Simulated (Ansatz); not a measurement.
The system is Co.

```
CELL_PARAMETERS angstrom
2.47200 0.00000 0.00000
-1.23600 2.14081 0.00000
0.00000 0.00000 4.02114
ATOMIC_POSITIONS crystal
Co 0.66667 0.33333 0.75000
Co 0.33333 0.66667 0.25000
```

Base run:

```yaml
Program: Ansatz 0.2.0
Functional: PBE
Potentials_or_basis: Ansatz PAW
Cutoff: "420 eV (not typed: the program's choice for these potentials)"
k_mesh: 10 × 10 × 6
Occupations: fermi-dirac, width 0.05 eV
Spin: collinear spin, ferromagnetic start
Starting_moments: "[0.5, 0.5] μB"
Fixed_moment: 1 μB
```

Its results: pressure -6.0 GPa; site moments Co +0.53 μB.

The run is repeated on the same cell with these changes: fixed moment from 1 μB to 2 μB; moments at the start from [0.5, 0.5] to [1.0, 1.0]. What comes out?

Pressure -2.6 GPa; site moments Co +1.06 μB.

Caveats: the total moment is fixed, so each spin has its own Fermi level; the thresholds are loose for stress.
